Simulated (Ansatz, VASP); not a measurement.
## Te2Mo in VASP and in Ansatz

The input INCAR:

```
SYSTEM = Te2Mo
PREC = Accurate
ENCUT = 520
EDIFF = 1E-7
ISMEAR = 0
SIGMA = 0.05
LREAL = .False.
LASPH = .True.
NELM = 100
ALGO = Fast
ISIF = 2
LWAVE = .False.
LCHARG = .True.
GGA = PS
LELF = .True.
LVHAR = .True.
NBANDS = 20
```

File KPOINTS:

```
regular mesh
0
Gamma
  9 9 2
  0 0 0
```

Contents of POSCAR:

```
Te2Mo
1.0
   -3.5602328140      0.0000000000      0.0000000000
   -1.7801164070     -3.0832520603      0.0000000000
    0.0000000000      0.0000000000     17.5240578200
Te Mo
2 1
Direct
    0.3333333333      0.3333333333      0.8978554500
    0.3333333333      0.3333333333      0.1021445500
    1.0000000000      1.0000000000      0.0000000000
```

Input for Ansatz:

```yaml
crystal:
  lattice:
    - [-3.560232814, 0.0, 0.0]
    - [-1.780116407, -3.0832520603, 0.0]
    - [0.0, 0.0, 17.52405782]
  atoms:
    - { symbol: Te, position: [0.3333333333, 0.3333333333, 0.89785545] }
    - { symbol: Te, position: [0.3333333333, 0.3333333333, 0.10214455] }
    - { symbol: Mo, position: [1.0, 1.0, 0.0] }
basis:
  ecutwfc: 420
kpoints:
  mp_grid: { grid: [9, 9, 2] }
hamiltonian:
  xc: pbesol
scf:
  occupations: { method: gaussian, width: 0.05 }
output:
  forces: true
  stress: true
  eigenvalues: true
  write_density: true
  write_potential: true
  elf: true
  volumetric_format: npy
```

Alike in both runs: task single point; functional PBEsol; k mesh 9 × 9 × 2; occupations gaussian, width 0.05 eV; no spin polarisation.

|  | VASP | Ansatz |
| --- | --- | --- |
| version | VASP 6.6.1 | Ansatz 0.2.0 |
| potentials or method | VASP PAW PBE potentials, release 64 (Te, Mo_sv) | scalar-relativistic, plane waves, PAW |
| plane-wave cutoff (eV) | 520 | 420 |
| valence electrons in the cell | 26 | 46 |

VASP gave:

```
gap on the k mesh at the Fermi level (eV) : 1.05
least direct gap on the mesh (eV)         : 1.05
rms of the force components (eV/Å)        : 0.069
```

Q: Which values does Ansatz return?

A: gap on the k mesh at the Fermi level (eV): 1.05; least direct gap on the mesh (eV): 1.05; rms of the force components (eV/Å): 0.082.

Atom by atom the forces differ by 0.014 eV/Å (rms over components). The functional is the same, so the differences come from potentials, cutoffs and numerics. The two sets of potentials don't hold the same shells in valence. Ansatz warned: «xc_potential_rough_in_thin_density».

Caveats: the PAW data sets were made with another functional, which shifts forces and pressure a little (VASP); spin-orbit coupling is left out, which moves the levels of the heavy elements.
